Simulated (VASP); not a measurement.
Write the native input for VASP 6.6.1 that does the following.

```yaml
Task: single point
Functional: PBEsol
Potentials_or_basis: VASP PAW PBE potentials, release 64 (Te)
Cutoff: 300 eV
k_mesh: 11 × 11 × 8
Occupations: methfessel-paxton, width 0.1 eV
Spin: no spin polarisation
Further_INCAR_settings: ALGO = Normal; EDIFF = 1e-06
```

The structure of Te lies in POSCAR:

```
Te                                      
1.0
    4.3139246386      0.0000000000      0.0000000000
   -2.1569623193      3.7359683271      0.0000000000
    0.0000000000     -0.0000000000      5.9692437612
  Te            
     3
Direct
     0.2850848425126269    0.0000000000000000    0.3333333332999970
     0.0000000000000004    0.2850848425126277    0.6666666667000030
     0.7149151574873724    0.7149151574873722    0.0000000000000000
```

The input as run:

INCAR

```
PREC = Accurate
ENCUT = 300
EDIFF = 1E-6
ISMEAR = 1
SIGMA = 0.1
LREAL = False
LASPH = True
NELM = 120
ALGO = Normal
ISIF = 2
LWAVE = False
LCHARG = False
GGA = PS
KPAR = 4
```

KPOINTS

```
Automatic mesh
0
Gamma
  11 11 8
```

Potentials or basis: VASP PAW PBE potentials, release 64 (Te).

The run is started by

```sh
$ cat potpaw_PBE.64/Te/POTCAR > POTCAR
$ mpirun -np 4 vasp_std > vasp.out
```

It gave:

```json
{"Pressure": "-0.1 GPa", "Largest force": "0.008 eV/Å", "Band gap on the k mesh": "0.29 eV, indirect (least direct gap 0.38 eV)"}
```

Caveat: the PAW data sets were made with another functional, which shifts forces and pressure a little; spin-orbit coupling is left out, which moves the levels of the heavy elements; an odd mesh through Γ misses points on the zone boundary, where band edges often lie.

Run time: 7.6 s on 4 MPI ranks on Intel(R) Xeon(R) Platinum 8488C (Sapphire Rapids) (shared host), peak memory 0.17 GiB a rank.
